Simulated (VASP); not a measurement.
Input of a VASP 6.6.1 run:

File INCAR:

```
SYSTEM = Na
  PREC = Accurate
  ENCUT = 600
  EDIFF = 1E-7
  ISMEAR = 1
  SIGMA = 0.1
  LREAL = .False.
  LASPH = .True.
  NELM = 80
  ALGO = Normal
  ISIF = 3
  LWAVE = .False.
  LCHARG = .False.
  GGA = PE
  IBRION = 2
  NSW = 90
  EDIFFG = -0.005
```

KPOINTS

```
Automatic mesh
0
Gamma
  14 14 14
  0 0 0
```

Contents of POSCAR:

```
Na                                      
1.0
   -2.0972389817      2.0972389817      2.0972389817
    2.0972389817     -2.0972389817      2.0972389817
    2.0972389817      2.0972389817     -2.0972389817
  Na            
     1
Direct
     0.0000000000000000    0.0000000000000000    0.0000000000000000
```

Potentials or basis: VASP PAW PBE potentials, release 64 (Na_pv).

Launch:

```console
$ cat potpaw_PBE.64/Na_pv/POTCAR > POTCAR
$ mpirun -np 1 vasp_std > vasp.out
```

**Question.** What does it give for the band gap on the k mesh?

**Answer.** None (metal or under the smearing width).

Final structure:
```
Na
1.0
    -2.09724    2.09724    2.09724
     2.09724   -2.09724    2.09724
     2.09724    2.09724   -2.09724
Na
1
Direct
  0.00000 0.00000 0.00000
```

Caveat: the relaxation stopped at its first step, so nothing moved.
